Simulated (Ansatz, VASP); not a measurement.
**Two plane-wave programs on Mg**

Contents of INCAR:

```
SYSTEM = Mg
PREC     = Accurate       ! precision mode
ENCUT    = 520            ! plane-wave cutoff, eV
EDIFF    = 1E-6           ! SCF threshold, eV
ISMEAR   = -1             ! smearing method
SIGMA    = 0.1            ! smearing width, eV
LREAL    = .False.        ! projectors in reciprocal space
LASPH    = .True.         ! aspherical terms in the spheres
NELM     = 100            ! most SCF steps
ALGO     = Normal         ! electronic algorithm
ISIF     = 2              ! what is computed and relaxed
LWAVE    = .False.        ! write WAVECAR
LCHARG   = .False.        ! write CHGCAR
GGA      = PS             ! functional
NBANDS   = 7              ! bands
```

KPOINTS

```
regular mesh
0
Gamma
  14 14 14
  0 0 0
```

File POSCAR:

```
Mg
1.0
    0.0000000000      2.2464592240      2.2464592240
    2.2464592240      0.0000000000      2.2464592240
    2.2464592240      2.2464592240      0.0000000000
Mg
1
Direct
    0.0000000000      0.0000000000      0.0000000000
```

Input for Ansatz:

```yaml
crystal:
  lattice:
    - [0.0, 2.246459224, 2.246459224]
    - [2.246459224, 0.0, 2.246459224]
    - [2.246459224, 2.246459224, 0.0]
  atoms:
    - { symbol: Mg, position: [0.0, 0.0, 0.0] }
hamiltonian:
  xc: pbesol
  pseudopotentials:
    kind: paw
    azcp:
      Mg: "pseudopotentials/Mg.paw.azcp"
basis:
  ecutwfc: 420
  fft_grid_basis: typed
kpoints:
  mp_grid: { grid: [14, 14, 14], shift: [0, 0, 0] }
magnetization:
  spin_polarized: false
scf:
  occupations: { method: fermi_dirac, width: 0.1 }
  lower_state_search: "off"
output:
  stress: true
```

Alike in both runs: task single point; functional PBEsol; k mesh 14 × 14 × 14; occupations fermi-dirac, width 0.1 eV; no spin polarisation.

```csv
,VASP,Ansatz
version,VASP 6.6.1,Ansatz 0.2.0
potentials or method,"VASP PAW PBE potentials, release 64 (Mg)","plane waves (420 eV) with PAW, scalar-relativistic"
plane-wave cutoff (eV),520,420
valence electrons in the cell,2,10
```

VASP gave:

| Item | Value |
| --- | --- |
| pressure (GPa) | 0.0 |

Question: What did Ansatz give for the same quantities?

Answer: Pressure (GPa): 0.1.

The two sets of potentials don't hold the same shells in valence. Ansatz warned: «pseudo_functional_mismatch».

Caveats: the PAW data sets were made with another functional, which shifts forces and pressure a little (VASP).
